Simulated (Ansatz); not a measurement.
Input of an Ansatz 0.2.0 run:

input.yaml

```yaml
crystal:
  lattice:
    - [0.18960382, -2.17228837, -2.0431441]
    - [-2.01972352, 0.10629521, -1.95983549]
    - [2.38320037, 2.28583939, -4.38944304]
  atoms:
    - { symbol: Cu, position: [0.45623224, 0.53068563, 0.48541174] }
    - { symbol: Cu, position: [0.97428428, 0.98586739, 0.0243612] }
    - { symbol: O, position: [0.80166267, 0.74472112, 0.73928024] }
    - { symbol: O, position: [0.26782081, 0.23872587, 0.25094681] }
hamiltonian:
  xc: pbe
  pseudopotentials: { kind: paw }
kpoints:
  mp_grid: { grid: [17, 18, 9] }
scf:
  occupations: { method: fermi_dirac, width: 0.05 }
output:
  forces: true
  stress: true
  eigenvalues: true
  write_density: true
  write_potential: true
  elf: true
  volumetric_format: npy
```

Potentials or basis: Ansatz PAW.

Command:

```console
$ ansatz run input.yaml --threads 2 --pin off --max-ram 5632MiB --backend cpu --events-out ev --progress --plain --runs-dir out
```

**Question.** What does it give for the largest force?

**Answer.** 1.647 eV/Å.

**Question.** Estimate the band gap on the k mesh.

**Answer.** None (metal or under the smearing width).

**Question.** What does it give for the pressure?

**Answer.** -3.6 GPa.

Forces on the atoms (eV/Å):
```
Cu   1.090  0.037 -1.234
Cu  -0.781 -1.017  0.598
O    0.070  0.567  0.029
O   -0.379  0.413  0.606
```

Caveat: the pressure holds a Pulay correction of +0.7 GPa for the finite cutoff; the run has no spin polarisation, though such a crystal can be magnetic; semilocal functionals often make such compounds metallic where correlation or magnetic order opens a gap, which also shifts bond lengths; forces of over 1 eV/Å show positions far from the minimum, so gaps and moduli don't describe the material at rest. With open d or f shells a metallic result of PBE can be an artefact of self-interaction; +U or a hybrid may open a gap.
